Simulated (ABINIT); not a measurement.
Crystal: TiO2 (Anatase).

```
Ti O
1.0
    -1.89210    1.89210    4.75730
     1.89210   -1.89210    4.75730
     1.89210    1.89210   -4.75730
Ti O
2 4
Direct
  0.75000 0.25000 0.50000
  0.00000 0.00000 0.00000
  0.79190 0.79190 0.00000
  0.54190 0.04190 0.50000
  0.95810 0.45810 0.50000
  0.20810 0.20810 0.00000
```

| Quantity | Value |
| --- | --- |
| Program | ABINIT 10.8.3 (patched build) |
| Task | relaxation of cell and atoms |
| Functional | LDA |
| Potentials or basis | JTH PAW LDA v2.0 |
| Cutoff | 626 eV |
| k mesh | 6 × 6 × 6 |
| Occupations | fermi-dirac, width 0.05 eV |
| Spin | no spin polarisation |

At the start: pressure -6.3 GPa; volume 11.35 Å³/atom.

Question: Where does the relaxation end?

Answer: Over 9 steps the energy falls by 6.5 meV/atom and the volume is 11.05 Å³/atom (-2.7 %); space group I4_1/amd (No. 141, to 0.05 Å).

Step by step:
| step | energy change (eV) | largest force (eV/Å) | pressure (GPa) | volume (Å³) |
| --- | --- | --- | --- | --- |
| 1 | 0.0000 | 0.1147 | -6.26 | 68.13 |
| 2 | -0.0344 | 0.0055 | -2.00 | 66.83 |
| 3 | -0.0386 | 0.0348 | 0.10 | 66.22 |
| 4 | -0.0388 | 0.0162 | 0.08 | 66.22 |
| 5 | -0.0389 | 0.0120 | 0.01 | 66.23 |
| 6 | -0.0390 | 0.0126 | 0.01 | 66.23 |
| 7 | -0.0390 | 0.0104 | -0.03 | 66.27 |
| 8 | -0.0390 | 0.0040 | -0.01 | 66.28 |
| 9 | -0.0390 | 0.0004 | 0.00 | 66.28 |

Final structure:
```yaml
crystal:
  lattice:
    - [-1.86985, 1.86985, 4.73931]
    - [1.86985, -1.86985, 4.73931]
    - [1.86985, 1.86985, -4.73931]
  atoms:
    - { symbol: Ti, position: [0.75000, 0.25000, 0.50000] }
    - { symbol: Ti, position: [0.00000, 0.00000, 0.00000] }
    - { symbol: O, position: [0.79227, 0.79227, 0.00000] }
    - { symbol: O, position: [0.54227, 0.04227, 0.50000] }
    - { symbol: O, position: [0.95773, 0.45773, 0.50000] }
    - { symbol: O, position: [0.20773, 0.20773, 0.00000] }
```

Caveat: the atomic spheres overlap.
